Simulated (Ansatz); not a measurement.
# Molecular dynamics of Mg$_{7}$S$_{16}$

Input file:

```yaml
accuracy: low
crystal:
  lattice:
    - [2.353636, 3.910541, 9.126546]
    - [2.353636, -3.910541, 9.126546]
    - [6.890758, 0.0, 0.0]
  atoms:
    - { symbol: Mg, position: [0.1251919, 0.14787767, 0.20893642] }
    - { symbol: S, position: [0.1542196, 0.24772145, 0.52145054] }
    - { symbol: S, position: [-0.0003291, 0.10646603, 0.96322323] }
    - { symbol: Mg, position: [0.63544828, 0.08979886, 0.29051645] }
    - { symbol: S, position: [0.75027324, 0.14770439, 0.51822952] }
    - { symbol: S, position: [0.60548738, -0.02657231, 0.92276533] }
    - { symbol: S, position: [0.23807085, 0.73135383, 0.66321868] }
    - { symbol: S, position: [0.09552313, 0.55079928, 1.00314515] }
    - { symbol: Mg, position: [0.43038443, 0.32965704, 0.74902763] }
    - { symbol: S, position: [0.48623864, 0.40683772, 0.09068852] }
    - { symbol: S, position: [0.3499375, 0.24366937, 0.49157584] }
    - { symbol: Mg, position: [0.57665896, 0.6627077, 0.278535] }
    - { symbol: S, position: [0.63672049, 0.73667716, 0.53336908] }
    - { symbol: S, position: [0.58029678, 0.54074001, 0.97767365] }
    - { symbol: Mg, position: [0.86177521, 0.39644196, 0.73513006] }
    - { symbol: S, position: [0.92986377, 0.48890793, 0.04986491] }
    - { symbol: S, position: [0.78001016, 0.32456329, 0.43923855] }
    - { symbol: Mg, position: [0.27592633, 0.92845322, 0.75288967] }
    - { symbol: S, position: [0.40478963, 0.94097737, 0.02445137] }
    - { symbol: S, position: [0.25594017, 0.85107988, 0.3874254] }
    - { symbol: Mg, position: [0.95436444, 0.80361287, 0.69846667] }
    - { symbol: S, position: [0.92013501, 0.96243648, 0.03489047] }
    - { symbol: S, position: [0.82438427, 0.75910956, 0.40645931] }
basis:
  ecutwfc: 420.0
kpoints:
  mp_grid: { grid: [1, 1, 1] }
hamiltonian:
  xc: pbesol
scf:
  occupations: { method: fermi_dirac, width: 0.05 }
  lower_state_search: "off"
md:
  timestep: 2
  n_steps: 400
  ensemble: nvt_langevin
  temperature: 1170.0
  initial_velocities: maxwell_boltzmann
  seed: 102781
  friction: 0.02
```

Launched with:

```bash
$ ansatz run input.yaml --threads 1 --pin off --max-ram 3072MiB --backend cpu --events-out ev --progress --plain --runs-dir out
```

It goes on from the last frame of an earlier run, with new velocities.

Output, in part (step lines):

```
md step     0: t =     0.00 fs  T =  1119.1 K  F+E_penalty+E_count = -27553.83620921 eV  E_kin = 3.327152 eV  (12 SCF iters)
md step     1: t =     2.00 fs  T =  1181.8 K  F+E_penalty+E_count = -27553.83086052 eV  E_kin = 3.513538 eV  (11 SCF iters)
md step     2: t =     4.00 fs  T =  1053.0 K  F+E_penalty+E_count = -27553.82706398 eV  E_kin = 3.130582 eV  (11 SCF iters)
md step     3: t =     6.00 fs  T =  1153.1 K  F+E_penalty+E_count = -27553.84415041 eV  E_kin = 3.428116 eV  (11 SCF iters)
md step     4: t =     8.00 fs  T =  1188.5 K  F+E_penalty+E_count = -27553.86664067 eV  E_kin = 3.533493 eV  (11 SCF iters)
md step     5: t =    10.00 fs  T =  1225.5 K  F+E_penalty+E_count = -27553.85422870 eV  E_kin = 3.643467 eV  (7 SCF iters)
md step     6: t =    12.00 fs  T =  1118.6 K  F+E_penalty+E_count = -27553.78753893 eV  E_kin = 3.325561 eV  (7 SCF iters)
md step     7: t =    14.00 fs  T =  1003.1 K  F+E_penalty+E_count = -27553.64142541 eV  E_kin = 2.982315 eV  (8 SCF iters)
[... lines left out ...]
md step   400: t =   800.00 fs  T =  1262.0 K  F+E_penalty+E_count = -27552.18471946 eV  E_kin = 3.751914 eV  (12 SCF iters)
```

The steps, from the saved trajectory:

| time (fs) | T (K) | potential energy less start (eV) |
| --- | --- | --- |
| 0.0 | 1119 | 0.000 |
| 26.0 | 887 | 0.847 |
| 52.0 | 1081 | 0.670 |
| 78.0 | 1118 | 0.781 |
| 104.0 | 1221 | 1.327 |
| 130.0 | 1384 | 1.016 |
| 156.0 | 1053 | 0.739 |
| 182.0 | 1154 | 0.461 |
| 208.0 | 1280 | 0.591 |
| 234.0 | 1329 | 0.316 |
| 260.0 | 997 | 0.417 |
| 286.0 | 1169 | 0.833 |
| 312.0 | 1432 | 0.748 |
| 338.0 | 975 | 1.127 |
| 364.0 | 857 | 0.997 |
| 390.0 | 1156 | 0.626 |
| 416.0 | 1096 | 1.212 |
| 442.0 | 1132 | 1.262 |
| 468.0 | 1573 | 1.020 |
| 494.0 | 949 | 2.070 |
| 520.0 | 948 | 2.468 |
| 546.0 | 1125 | 2.969 |
| 572.0 | 1320 | 2.560 |
| 598.0 | 1230 | 1.703 |
| 624.0 | 1220 | 2.012 |
| 650.0 | 1152 | 2.016 |
| 676.0 | 1331 | 2.243 |
| 702.0 | 1071 | 1.545 |
| 728.0 | 1098 | 1.434 |
| 754.0 | 806 | 1.559 |
| 780.0 | 1197 | 1.417 |

The run went to its last step. A run of 0.8 ps of so small a system gives no equilibrium averages. Limits of this set-up: coarse k mesh, low accuracy level.

Mean squared displacements from the first frame to the last, about the centre of mass: Mg 1.86 Å², S 1.06 Å².

Last frame:

```xyz
23
Lattice="2.3536 3.9105 9.1265 2.3536 -3.9105 9.1265 6.8908 0.0000 0.0000" Properties=species:S:1:pos:R:3
Mg 2.882 0.276 3.726
S 5.255 0.101 2.534
S 7.701 -1.065 -0.232
Mg 4.133 2.730 5.753
S 6.468 1.994 7.728
S 7.131 1.766 5.130
S 6.537 -2.126 8.908
S 8.555 -1.838 5.532
Mg 6.772 -0.324 4.253
S 2.186 -0.422 6.987
S 3.977 0.245 6.195
Mg 4.338 0.636 10.681
S 7.222 -0.143 12.685
S 9.387 -0.322 9.950
Mg 8.246 1.877 10.811
S 3.753 2.779 11.665
S 5.839 2.419 9.631
Mg 9.091 -2.966 9.706
S 4.130 -1.645 13.195
S 5.172 -3.337 9.674
Mg 9.483 0.333 15.989
S 5.120 0.076 16.451
S 7.616 0.965 14.597
```

The run took 21 min on 1 thread of Intel(R) Xeon(R) 6975P-C (Granite Rapids), with other jobs on the host, peak memory 0.76 GiB.
